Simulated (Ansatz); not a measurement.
## Electron–phonon scattering in Hf-Sc-Hf stack of (111) layers

Question: is the lattice of Hf-Sc-Hf stack of (111) layers stable, and if so, what are its coupling constant and resistivity?

Calculated with Ansatz 0.2.0; DFT PBE, scalar-relativistic, plane waves, PAW; PAW set soft_1.

Most raw output is cut from this account.

### Step 1. Starting point

The cell holds 3 atoms: 2 Hf and 1 Sc. Its edges and angles: a = 3.283 Å, b = 3.283 Å, c = 16.362 Å, α = 90.0°, β = 90.0°, γ = 120.0°. Vacuum lies along c.

### Step 2. Relaxation

Lattice constant and positions set the bands and the force constants, so the cell is relaxed first.

Contents of input.yaml:

```yaml
crystal:
  lattice:
    - [3.28344, 0.0, 0.0]
    - [-1.64172, 2.84354, 0.0]
    - [0.0, 0.0, 16.36184]
  atoms:
    - { symbol: Hf, position: [0.0, 0.0, 0.33614806] }
    - { symbol: Sc, position: [0.33333333, 0.66666667, 0.5] }
    - { symbol: Hf, position: [0.66666667, 0.33333333, 0.66385194] }
  periodic: [true, true, false]
kpoints:
  mp_grid: { grid: [12, 12, 1] }
hamiltonian:
  xc: pbe
  pseudopotentials: { kind: paw, azcp: { folder: soft_1 } }
scf:
  occupations: { method: gaussian, width: 0.1 }
output:
  forces: true
  stress: true
  eigenvalues: true
relax:
  adjacent_minimum: "off"
  f_tol: 0.005
  max_steps: 80
  cell: { stress_2d_tol: 0.02 }
```

The run is started by

```
ansatz run input.yaml --threads 4 --pin off --max-ram 12288MiB --backend cpu --events-out ev --progress --plain --runs-dir out
```

It took 27 s on 4 threads of Arm Neoverse V2, shared host; peak memory 0.78 GiB.

Relaxation path:

```
step  energy less that of the first step (eV)  largest force component (eV/Å)  volume (Å³)
   1                                   0.0000                          0.4683       322.33
   2                                  -0.3473                          0.1984       291.68
   3                                  -0.3686                          0.0584       288.26
   4                                  -0.3722                          0.0046       284.65
   5                                  -0.3723                          0.0013       285.40
   6                                  -0.3723                          0.0000       285.31
  7*                                  -0.3711                          0.0001       285.31
```

Relaxation steps marked * repeat the geometry before them on a plane-wave basis chosen anew for their cell, so energy and pressure can jump there.

The run keeps the 12 symmetry operations that it works with, so distortions that break them were not tested.

```
cell as run  before  after  change
      a (Å)   3.283  3.089  -5.9 %
      b (Å)   3.283  3.089  -5.9 %
```

The atoms that moved most (Å, along periodic axes as changes of fractional coordinates times the final cell, across vacuum about the mean position):

```
atom     dx     dy      dz  length
 Hf3  0.000  0.000  -0.059   0.059
 Hf1  0.000  0.000   0.059   0.059
```

The relaxed structure:

```cif
data_structure
_symmetry_space_group_name_H-M 'P 1'
_symmetry_Int_Tables_number 1
_cell_length_a 3.0891
_cell_length_b 3.0891
_cell_length_c 34.5237
_cell_angle_alpha 90.000
_cell_angle_beta 90.000
_cell_angle_gamma 120.000
_cell_volume 285.31
loop_
_atom_site_label
_atom_site_type_symbol
_atom_site_fract_x
_atom_site_fract_y
_atom_site_fract_z
_atom_site_occupancy
Hf1 Hf 0.00000 0.00000 0.16101 1
Sc2 Sc 0.33333 0.66667 0.23697 1
Hf3 Hf 0.66667 0.33333 0.31293 1
```

This step gave:

```
metallic on mesh  : yes
gap on the k-mesh : 0 eV
```

The relaxation ends with a largest force component of 1.1e-4 eV/Å.

### Step 3. Relaxing tightly for phonons

Residual forces and stress shift phonon frequencies, so the cell is relaxed again, with tight thresholds and the mesh and smearing of this input.

input.yaml, the sections that differ from step 2:

```yaml
crystal:
  lattice:
    - [3.0891307046, 0.0, 0.0]
    - [-1.5445653523, 2.6752656658, 0.0]
    - [0.0, 0.0, 34.5236769039]
  atoms:
    - { symbol: Hf, position: [0.0, 0.0, 0.1610057826] }
    - { symbol: Sc, position: [0.3333333333, 0.6666666667, 0.2369654896] }
    - { symbol: Hf, position: [0.6666666667, 0.3333333333, 0.3129251965] }
  periodic: [true, true, false]
scf:
  occupations: { method: methfessel_paxton, width: 0.2 }
relax:
  adjacent_minimum: "off"
  f_tol: 0.001
  max_steps: 60
  cell: { stress_2d_tol: 0.002 }
# kpoints, hamiltonian, output: as in step 2
```

Wall time 18 s (4 threads); peak memory 0.76 GiB; 69 s of CPU time.

Little changed from the start: no atom moved by 0.005 Å and no cell edge by 0.1 %.

### Step 4. Phonons by linear response: q 2×2×1, k 6×6×1

Before any scattering is computed, the phonons show whether the structure is a minimum.

Contents of input.yaml:

```yaml
crystal:
  lattice:
    - [3.0877620723, 0.0, 0.0]
    - [-1.5438810361, 2.6740803954, 0.0]
    - [0.0, 0.0, 34.5236769039]
  atoms:
    - { symbol: Hf, position: [0.0, 0.0, 0.1610566476] }
    - { symbol: Sc, position: [0.3333333333, 0.6666666667, 0.2369654896] }
    - { symbol: Hf, position: [0.6666666667, 0.3333333333, 0.3128743315] }
  periodic: [true, true, false]
kpoints:
  mp_grid: { grid: [6, 6, 1] }
hamiltonian:
  xc: pbe
  pseudopotentials: { kind: paw, azcp: { folder: soft_1 } }
scf:
  occupations: { method: methfessel_paxton, width: 0.2 }
output:
  eigenvalues: true
phonons:
  method: dfpt
  qmesh: [2, 2, 1]
  temperatures: { t_max: 1000, t_step: 50 }
  qpath:
    path:
      - [0.0, 0.0, 0.0]
      - [0.5, 0.0, 0.0]
      - [0.33333333, 0.33333333, 0.0]
      - [0.0, 0.0, 0.0]
    npoints: 10
```

The job ended after 85 s (4 threads; peak memory 1.3 GiB).

This step gave:

```yaml
share_of_imaginary_modes_in_the_plain_interpolation_between_solved_wavevectors: 0.134
highest_frequency_solved_or_plainly_interpolated: 213.3 cm⁻¹
```

Solved on the 2×2×1 mesh alone; all other wavevectors are interpolated. Phonon branches along the path, in cm⁻¹:

```
  point  branch 1  branch 2  branch 3  branch 4  branch 5  branch 6  branch 7  branch 8  branch 9
      Γ         0         0         0        33        33        71       114       114       114
halfway       -29        25        39        50        58        58       134       146       171
      M       -46        22        35        66        68        75       152       172       213
halfway       -38         3        55        66        68        75       156       180       208
      K       -25       -25        67        67        72        72       161       196       196
halfway       -25        30        41        51        58        64       136       160       177
      Γ         0         0         0        33        33        71       114       114       114
```

Lowest modes at the softest wavevector of the mesh. Modes at q = (0.000, 0.500, 0.000), with each element's share of the kinetic energy (negative means imaginary):

```
mode  frequency (cm⁻¹)  Hf %  Sc %
   1             -45.9    96     4
   2              21.7   100     0
   3              35.4    90    10
   4              66.3    93     7
   5              68.2   100     0
   6              75.0   100     0
```

Displacements in mode 1 (-45.9 cm⁻¹), the largest set to 1, in the home cell:
```
Hf1  0.00 -0.47  1.00
Sc2  0.00 -0.10 -0.60
Hf3  0.00  0.47 -1.00
```

Displacements in mode 2 (21.7 cm⁻¹), the largest set to 1, in the home cell:
```
Hf1  0.00 -0.22  1.00
Sc2  0.00  0.00  0.00
Hf3  0.00 -0.22  1.00
```

Among the solved wavevectors the lowest mode, translations apart, is -45.9 cm⁻¹, imaginary.

### Step 5. Lattice stability: q 3×3×1, k 9×9×1

An imaginary mode on so few k-points may come from the sampling, so the phonons are repeated with another q and k mesh.

input.yaml: that of step 4 with these lines changed.

```diff
@@ -11,3 +11,3 @@
 kpoints:
-  mp_grid: { grid: [6, 6, 1] }
+  mp_grid: { grid: [9, 9, 1] }
 hamiltonian:
@@ -21,3 +21,3 @@
   method: dfpt
-  qmesh: [2, 2, 1]
+  qmesh: [3, 3, 1]
   temperatures: { t_max: 1000, t_step: 50 }
```

Run time: 4.7 min. Hardware: 4 threads; peak memory 1.8 GiB.

This step gave:

```yaml
zero_point_energy: 0.05497 eV/cell
share_of_imaginary_modes_in_the_plain_interpolation_between_solved_wavevectors: 0
highest_frequency_solved_or_plainly_interpolated: 239.9 cm⁻¹
```

Solved on the 3×3×1 mesh alone; all other wavevectors are interpolated. The phonon branches at the labelled points (cm⁻¹):

```
  point  branch 1  branch 2  branch 3  branch 4  branch 5  branch 6  branch 7  branch 8  branch 9
      Γ         0         0         0        36        36        58       103       120       120
halfway        19        51        57        70        72        83       139       153       192
      M        27        44        66        78        84        99       165       173       240
halfway        34        44        61        68        85        91       169       183       230
      K        38        45        45        67        83        83       174       207       207
halfway        22        50        65        72        75        86       144       165       199
      Γ         0         0         0        36        36        58       103       120       120
```

Lowest modes at the softest wavevector of the mesh. Modes at q = (0.333, -0.333, 0.000), with each element's share of the kinetic energy:

```
mode  frequency (cm⁻¹)  Hf %  Sc %
   1              22.5    98     2
   2              48.2   100     0
   3              63.7    94     6
   4              76.0   100     0
   5              79.7    93     7
   6              93.7   100     0
```

Displacements in mode 1 (22.5 cm⁻¹), the largest set to 1, in the home cell (x, y, z of the real part, then of the imaginary part):
```
Hf1 -0.08  0.05  0.94  0.07 -0.04 -0.34
Sc2 -0.05  0.03  0.34  0.04 -0.02 -0.28
Hf3 -0.02  0.01  0.48 -0.10  0.06  0.88
```

Displacements in mode 3 (63.7 cm⁻¹), the largest set to 1, in the home cell (x, y, z of the real part, then of the imaginary part):
```
Hf1  0.54  0.93  0.00  0.21  0.37  0.00
Sc2  0.41  0.70  0.00  0.13  0.22  0.00
Hf3 -0.39 -0.68  0.00  0.42  0.74  0.00
```

Among the solved wavevectors the lowest mode, translations apart, is 22.5 cm⁻¹, so these are real on this k mesh. This mesh lacks the wavevector at which the coarser one was unstable.

### Step 6. Resistivity: q 3×3×1, k 9×9×1, scattering 12×12×1

Phonons, couplings and the Boltzmann equation in one run.

input.yaml: that of step 5 with these lines changed.

```diff
@@ -30 +30,5 @@
     npoints: 10
+  electrical_resistivity:
+    mesh: [12, 12, 1]
+    temperatures: [20.0, 50.0, 77.0, 100.0, 150.0, 200.0, 300.0, 400.0, 600.0, 800.0]
+  superconductivity: { mesh: [12, 12, 1] }
```

Elapsed: 5.8 min, on 4 threads; peak memory 3.8 GiB.

Numbers from this step:

```
cell height                          : 34.52 Å
sheet resistance 300K                : 1297 Ω/square, mean in the plane
resistivity at 300 K                 : 447.9 μΩ cm, mean of the axes, of the whole cell with its vacuum
coupling constant λ                  : 2.677
density of states at the Fermi level : 4.621 states/eV a spin and cell
log mean phonon energy ħω_log        : 4.369 meV
transport coupling constant λ_tr     : 2.475, 2.475, 0 (xx, yy, zz)
Drude plasma energy                  : 2.111, 2.111, 0 eV (xx, yy, zz), of the whole cell with its vacuum
second-moment phonon energy ħω₂      : 7.237 meV
```

The Eliashberg function α²F has structure finer than the step of the table below, so its rows give means over 1 meV, whole bins alone (the curve runs from 0.116 to 29.6 meV). Peaks (meV: height): α²F 3.4: 1.54, 5.5: 1.68, 8.9: 0.504, 10.3: 0.693, 20.6: 0.300; α²F tr 3.4: 1.23, 5.5: 1.80, 8.9: 0.818, 10.3: 1.13, 20.6: 0.386, 27.3: 0.295.

Table of Eliashberg function α²F by phonon energy; means over each step:

```
phonon energy (meV)      α²F   α²F tr
                  1  0.00866  0.00509
                  2    0.415    0.253
                  3     1.26    0.904
                  4    0.893    0.831
                  5    0.379    0.442
                  6    0.872    0.959
                  7    0.179    0.233
                  8    0.345    0.503
                  9    0.360    0.587
                 10    0.304    0.443
                 11    0.332    0.432
                 12    0.206    0.254
                 13   0.0188  0.00704
                 14   0.0567   0.0242
                 15   0.0861   0.0453
                 16   0.0966   0.0668
                 17    0.115   0.0903
                 18    0.126    0.111
                 19    0.141    0.146
                 20    0.211    0.262
                 21    0.174    0.260
                 22   0.0884    0.130
                 23   0.0734   0.0889
                 24   0.0665   0.0830
                 25   0.0490   0.0688
                 26   0.0556   0.0856
                 27    0.122    0.192
                 28    0.133    0.197
                 29    0.138    0.158
```

The self-energy step met imaginary modes, so this run fell back to plain Fourier phonons and is not comparable with runs that kept it. Some states were left unconverged by the eigensolver. By its own test the run is not converged in the mesh. λ = 2.68 and 1297 Ω per square at 300 K. The run's own test puts 36 % between its two finest meshes on the component of the resistivity at 300 K that moves most, so it is not converged. By the run's own test λ moves by 18 % between its two finest scattering meshes. A coarser mesh gave an imaginary mode at a wavevector that this mesh lacks.

### Step 7. Resistivity: scattering mesh 24×24×1

The next rung changes the scattering mesh, which samples the Fermi surface.

input.yaml: that of step 6 with these lines changed.

```diff
@@ -31,4 +31,4 @@
   electrical_resistivity:
-    mesh: [12, 12, 1]
+    mesh: [24, 24, 1]
     temperatures: [20.0, 50.0, 77.0, 100.0, 150.0, 200.0, 300.0, 400.0, 600.0, 800.0]
-  superconductivity: { mesh: [12, 12, 1] }
+  superconductivity: { mesh: [24, 24, 1] }
```

Run time: 6 min. Hardware: 4 threads; peak memory 3.8 GiB; 23 min of CPU time.

This step gave:

```
sheet resistance 300K                : 1219 Ω/square, mean in the plane
resistivity at 300 K                 : 420.8 μΩ cm, mean of the axes, of the whole cell with its vacuum
coupling constant λ                  : 2.389
density of states at the Fermi level : 4.346 states/eV a spin and cell
log mean phonon energy ħω_log        : 4.362 meV
transport coupling constant λ_tr     : 2.544, 2.544, 0 (xx, yy, zz)
Drude plasma energy                  : 2.202, 2.202, 0 eV (xx, yy, zz), of the whole cell with its vacuum
second-moment phonon energy ħω₂      : 7.26 meV
```

The Eliashberg function α²F has structure finer than the step of the table below, so its rows give means over 0.5 meV, whole bins alone (the curve runs from 0.116 to 29.6 meV). Peaks (meV: height): α²F 3.37: 1.32, 5.46: 1.24, 8.48: 0.541, 10.34: 0.708, 20.57: 0.250; α²F tr 3.37: 1.25, 5.46: 1.94, 8.48: 0.912, 10.34: 1.05, 20.57: 0.293, 27.31: 0.357.

Eliashberg function α²F against phonon energy; means over each step:

```
phonon energy (meV)      α²F   α²F tr
                0.5   2.4e-4   5.1e-5
                1.0  0.00201  0.00140
                1.5   0.0349   0.0214
                2.0    0.316    0.213
                2.5    0.954    0.715
                3.0     1.22     1.06
                3.5     1.12     1.10
                4.0    0.740    0.825
                4.5    0.414    0.579
                5.0   0.0785    0.129
                5.5    0.924     1.37
                6.0    0.637    0.778
                6.5    0.253    0.302
                7.0    0.153    0.201
                7.5    0.180    0.259
                8.0    0.347    0.511
                8.5    0.464    0.758
                9.0    0.329    0.597
                9.5    0.179    0.336
               10.0    0.249    0.342
               10.5    0.496    0.684
               11.0    0.301    0.371
               11.5    0.289    0.317
               12.0    0.285    0.312
               12.5   0.0494   0.0629
               13.0  0.00760  0.00119
               13.5   0.0258  0.00726
               14.0   0.0485   0.0180
               14.5   0.0668   0.0278
               15.0   0.0761   0.0377
               15.5   0.0780   0.0508
               16.0   0.0849   0.0645
               16.5   0.0921   0.0753
               17.0   0.0977   0.0847
               17.5    0.103   0.0932
               18.0    0.108    0.102
               18.5    0.110    0.112
               19.0    0.114    0.129
               19.5    0.141    0.170
               20.0    0.184    0.239
               20.5    0.210    0.266
               21.0    0.122    0.197
               21.5    0.101    0.186
               22.0   0.0654    0.117
               22.5   0.0602    0.102
               23.0   0.0570   0.0920
               23.5   0.0550   0.0847
               24.0   0.0563   0.0827
               24.5   0.0528   0.0771
               25.0   0.0448   0.0670
               25.5   0.0370   0.0592
               26.0   0.0480   0.0802
               26.5   0.0794    0.140
               27.0    0.121    0.244
               27.5    0.127    0.275
               28.0    0.100    0.194
               28.5    0.101    0.165
               29.0    0.128    0.177
```

The self-energy step met imaginary modes, so this run fell back to plain Fourier phonons and is not comparable with runs that kept it. Some states were left unconverged by the eigensolver. By its own test the run is not converged in the mesh. λ = 2.39 and 1219 Ω per square at 300 K, against 2.68 and 1297 in the run with q 3×3×1, k 9×9×1, scattering 12×12×1 (-10.8 % and -6.0 %). The run's own test puts 6 % between its two finest meshes on the component of the resistivity at 300 K that moves most, more than that change. By the run's own test λ moves by 12 % between its two finest scattering meshes. A coarser mesh gave an imaginary mode at a wavevector that this mesh lacks.

### Step 8. Resistivity: q 3×3×1, k 12×12×1, scattering 18×18×1

The next rung changes the k mesh of the density and its response; the scattering mesh, which samples the Fermi surface.

input.yaml: that of step 7 with these lines changed.

```diff
@@ -11,3 +11,3 @@
 kpoints:
-  mp_grid: { grid: [9, 9, 1] }
+  mp_grid: { grid: [12, 12, 1] }
 hamiltonian:
@@ -31,4 +31,4 @@
   electrical_resistivity:
-    mesh: [24, 24, 1]
+    mesh: [18, 18, 1]
     temperatures: [20.0, 50.0, 77.0, 100.0, 150.0, 200.0, 300.0, 400.0, 600.0, 800.0]
-  superconductivity: { mesh: [24, 24, 1] }
+  superconductivity: { mesh: [18, 18, 1] }
```

It took 8.8 min on 4 threads; peak memory 3.7 GiB.

Numbers from this step:

* zero-point energy: 0.05603 eV/cell
* highest frequency, solved or plainly interpolated: 237 cm⁻¹
* sheet resistance 300K: 1277 Ω/square, mean in the plane
* resistivity at 300 K: 440.9 μΩ cm, mean of the axes, of the whole cell with its vacuum
* coupling constant λ: 2.797
* density of states at the Fermi level: 5.216 states/eV a spin and cell
* log mean phonon energy ħω_log: 4.102 meV
* transport coupling constant λ_tr: 3.234, 3.234, 0 (xx, yy, zz)
* Drude plasma energy: 2.21, 2.21, 0 eV (xx, yy, zz), of the whole cell with its vacuum
* second-moment phonon energy ħω₂: 6.875 meV

The self-energy step met imaginary modes, so this run fell back to plain Fourier phonons and is not comparable with runs that kept it. Some states were left unconverged by the eigensolver. By its own test the run is not converged in the mesh. λ = 2.80 and 1277 Ω per square at 300 K, against 2.68 and 1297 in the run with q 3×3×1, k 9×9×1, scattering 12×12×1 (+4.5 % and -1.5 %). The run's own test puts 18 % between its two finest meshes on the component of the resistivity at 300 K that moves most, more than that change. By the run's own test λ moves by 39 % between its two finest scattering meshes. A coarser mesh gave an imaginary mode at a wavevector that this mesh lacks.

(Continued in part 2 of 2.)

[Logs are printed without paths, hosts, clocks, repeated set-up lines and the standing remarks that a program may print on its own settings, such as how far it seeks lower states.]

[Hosts, paths, dates, database ids (printed as entryN), source tags and the programs' standing remarks are cut or masked in the printed files.]
